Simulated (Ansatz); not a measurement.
FeS2: ⁵⁷Fe Mössbauer parameters

Cell: a COD entry, ions relaxed with PBE at fixed cell.

Space group Pnnm (No. 58); a = 4.4400, b = 5.3900, c = 3.3700 Å.

| site | Wyckoff | site symmetry | x | y | z |
| --- | --- | --- | --- | --- | --- |
| Fe | 2a | ..2/m | 0.0000 | 0.0000 | 0.0000 |
| S | 4g | ..m | 0.2058 | 0.3753 | 0.0000 |

One atom of each set is listed.

The numbers come from a DFT calculation in Ansatz (PBE, plane waves and PAW, scalar-relativistic, collinear spin, 420 eV cutoff, Γ-centred 10×8×13 k-points, Fermi–Dirac smearing 0.05 eV). Start moments as typed (μB): 3 on each Fe, none on the rest.

Isomer shifts (against α-Fe) follow from the electron density at the nucleus, δ = α(ρ − ρ₀), with α = -0.366 mm s⁻¹ a₀³ and ρ₀ = 14904.00 a₀⁻³ from a line fitted to 10 measured compounds at this level of theory (rms miss 0.11 mm/s). ΔE_Q = ½eQV_zz(1 + η²/3)^½ with Q = 0.160 b for the 14.4 keV state.

(1) Give the isomer shift and quadrupole splitting of each Fe site.

## Answers

(1) 

| site | atoms | first shell | ρ − ρ₀ (a₀⁻³) | δ (mm/s) | ΔE_Q (mm/s) | η |
| --- | --- | --- | --- | --- | --- | --- |
| Fe | 2 | 6 S at 2.22–2.24 Å | -0.60 | 0.22 | -0.55 | 0.78 |

The shift of Fe is in the range of low-spin iron, and the site carries no moment.

With these PAW files V_zz is typically within 2 to 3 % of all-electron values, but misses above 10 % occur on Fe. The start moments die out, and the run ends without spin.
